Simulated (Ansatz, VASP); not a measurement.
One calculation of CoSi, two programs

INCAR

```
SYSTEM = CoSi
PREC     = Accurate       ! precision mode
ENCUT    = 520            ! plane-wave cutoff, eV
EDIFF    = 1E-6           ! SCF threshold, eV
ISMEAR   = -1             ! smearing method
SIGMA    = 0.05           ! smearing width, eV
LREAL    = .False.        ! projectors in reciprocal space
LASPH    = .True.         ! aspherical terms in the spheres
NELM     = 150            ! most SCF steps
ALGO     = Normal         ! electronic algorithm
ISIF     = 2              ! what is computed and relaxed
LWAVE    = .False.        ! write WAVECAR
LCHARG   = .False.        ! write CHGCAR
ISPIN    = 2              ! spin polarisation
MAGMOM   = 2 0            ! initial moments
LORBIT   = 11             ! projections on sites
LMAXMIX  = 4              ! l up to which the mixer works
GGA      = PE             ! functional
NBANDS   = 18             ! bands
```

Contents of KPOINTS:

```
Automatic mesh
0
Gamma
  10 10 10
  0 0 0
```

Contents of POSCAR:

```
CoSi
1.0
    2.8358838098      0.0000000000      0.0000000000
    0.0000000000      2.8358838098      0.0000000000
    0.0000000000      0.0000000000      2.8358838098
Co Si
1 1
Direct
    0.0000000000      0.0000000000      0.0000000000
    0.5000000000      0.5000000000      0.5000000000
```

File input.yaml:

```yaml
crystal:
  lattice:
    - [2.8358838098, 0.0, 0.0]
    - [0.0, 2.8358838098, 0.0]
    - [0.0, 0.0, 2.8358838098]
  atoms:
    - { symbol: Co, position: [0.0, 0.0, 0.0], spin: 2.0 }
    - { symbol: Si, position: [0.5, 0.5, 0.5] }
kpoints:
  mp_grid: { grid: [10, 10, 10] }
scf:
  occupations: { method: fermi_dirac, width: 0.05 }
hamiltonian:
  xc: pbe
  pseudopotentials: { kind: all_electron, lapw: { basis_error: 0.0005 } }
magnetization:
  spin_polarized: true
output:
  forces: true
  stress: true
  eigenvalues: true
```

Change from the starting cell: volume scaled by 1.06.

Alike in both runs: task single point; functional PBE; k mesh 10 × 10 × 10; occupations fermi-dirac, width 0.05 eV; collinear spin.

|  | VASP | Ansatz |
| --- | --- | --- |
| version | VASP 6.6.1 | Ansatz 0.2.0 |
| potentials or method | VASP PAW PBE potentials, release 64 (Co, Si) | all-electron LAPW, scalar-relativistic |
| plane-wave cutoff (eV) | 520 | see its input |

|  | VASP | Ansatz | Ansatz less VASP |
| --- | --- | --- | --- |
| gap on the k mesh at the Fermi level (eV) | none | none | - |
| pressure (GPa) | -10.3 | -10.2 | +0.12 |
| net moment per atom (μB) | 0.29 | 0.30 | +0.013 |
| size of the moment on the site where the two differ most (μB) | 0.59 | 0.62 | +0.029 |

Site moments also hang on the region over which each program counts them. A gap of «none» marks a metal or a gap that the smearing closes. Ansatz ran all-electron here, so the differences hold the error of VASP's frozen core and of both bases.
